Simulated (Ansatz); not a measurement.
AgBr, DFT, PBE, PAW with Ansatz's default frozen-core files, scalar-relativistic (Ansatz 0.2.0), run on 1 thread of Intel(R) Xeon(R) Platinum 8375C CPU @ 2.90GHz (Ice Lake) on a shared host.

The cell is COD entry 9011682, as deposited and not checked against the literature; nothing was relaxed. The listed cell was then made from it by scaling, straining or moving an atom.

Command: `ansatz run input.yaml --threads 1 --pin off --max-ram 3072MiB --backend cpu --events-out ev --progress --plain --runs-dir out`

```yaml
crystal:
  lattice:
    - [0.0, 2.9149105, 2.88605]
    - [2.9149105, 0.0, 2.88605]
    - [2.9149105, 2.9149105, 0.0]
  atoms:
    - { symbol: Ag, position: [0.5, 0.5, 0.5] }
    - { symbol: Br, position: [0.0, 0.0, 0.0] }
kpoints:
  mp_grid: { grid: [7, 7, 7] }
scf:
  occupations: { method: fermi_dirac, width: 0.03 }
hamiltonian:
  xc: pbe
  pseudopotentials: { kind: paw }
output:
  forces: true
  stress: true
  eigenvalues: true
  efg: { contact_densities: true }
  write_density: true
  write_potential: true
  elf: true
  volumetric_format: npy
```

Task: How large is the problem that the program sets up?

Result: 40 irreducible k-points, 941 plane waves at Γ, 17 bands.

Task: About how long does it take, and how much memory does it use?

Result: 3.5 s of wall time for 6 SCF iterations, with a peak of 0.41 GiB. Times on shared machines scatter by tens of per cent.

Task: And the same cell and mesh by all-electron PAW (datasets made for this crystal), asked for forces, stress, eigenvalues, efg, on the same hardware?

Result: 5.3 s, peak memory 0.49 GiB.
